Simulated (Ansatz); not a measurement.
The system is Ga2O3.

```
CELL_PARAMETERS angstrom
6.10700 -1.51855 0.00000
6.10700 1.51855 0.00000
-1.38599 0.00000 5.63001
ATOMIC_POSITIONS crystal
Ga 0.34134 0.34134 0.68598
Ga 0.65866 0.65866 0.31402
Ga 0.90950 0.90950 0.20540
Ga 0.09050 0.09050 0.79460
O 0.50410 0.50410 0.74340
O 0.49590 0.49590 0.25660
O 0.82670 0.82670 0.43680
O 0.17330 0.17330 0.56320
O 0.83550 0.83550 0.89020
O 0.16450 0.16450 0.10980
```

Base run:

```yaml
Program: Ansatz 0.2.0
Functional: PBE
Potentials_or_basis: Ansatz PAW
Cutoff: "420 eV (not typed: the program's choice for these potentials)"
k_mesh: 7 × 7 × 4
Occupations: fermi-dirac, width 0.05 eV
Spin: no spin polarisation
```

Its results: band gap on the k mesh 2.44 eV, indirect (least direct gap 2.46 eV); pressure 9.6 GPa; largest force 0.219 eV/Å.

Task: The run is repeated on the same cell with these changes: cutoff from 420 eV (not typed: the program's choice for these potentials) to 300 eV; k mesh from 7 × 7 × 4 to 9 × 9 × 5. What comes out?

Result: Band gap on the k mesh 2.36 eV, direct; pressure 10.4 GPa; largest force 0.379 eV/Å.

Caveats: odd divisions of the mesh miss points on the zone boundary, where band edges often lie, so the gap on the mesh can be too wide; the pressure holds a Pulay correction of +31.9 GPa for the finite cutoff (some runs); the cutoff lies under the one recommended for these potentials (some runs).

A k mesh can miss the band edges.
